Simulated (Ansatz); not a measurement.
LuH2:

```xyz
3
Lattice="0.0000 2.5165 2.5165 2.5165 0.0000 2.5165 2.5165 2.5165 0.0000" Properties=species:S:1:pos:R:3 pbc="T T T"
Lu    0.0000    0.0000    0.0000
H     3.7748    3.7748    3.7748
H     1.2583    1.2583    1.2583
```

- Program: Ansatz 0.2.0
- Task: single point
- Functional: PBEsol
- Potentials or basis: Ansatz PAW
- Cutoff: 420 eV (not typed: the program's choice for these potentials)
- k mesh: 9 × 9 × 9
- Occupations: fermi-dirac, width 0.05 eV
- Spin: no spin polarisation

On this cell: pressure -4.0 GPa; largest force zero by symmetry; band gap on the k mesh none (metal or under the smearing width).

The same run follows on a disturbed copy (atoms moved at random, drawn with an rms of 0.05 Å):

```xyz
3
Lattice="0.0000 2.5165 2.5165 2.5165 0.0000 2.5165 2.5165 2.5165 0.0000" Properties=species:S:1:pos:R:3 pbc="T T T"
Lu    0.0252    0.0157   -0.0388
H     3.7853    3.8349    3.7442
H     1.2913    1.2132    1.2539
```

Question: What does the disturbed cell give?

Answer: The energy (extrapolated to zero smearing) moves by +5.6 meV/atom; pressure -3.9 GPa; largest force 0.325 eV/Å; band gap on the k mesh none (metal or under the smearing width).

Forces on the atoms (eV/Å):
```
Lu   0.005 -0.057  0.136
H    0.063 -0.228  0.003
H   -0.068  0.285 -0.139
```

Stress tensor (GPa, compression positive):
```
-3.88 -0.45  1.68
-0.45 -3.96 -0.42
 1.68 -0.42 -3.89
```

Caveats: the PAW data sets come from PBE, with cores solved anew for the run's functional, which leaves a small shift of forces and pressure.
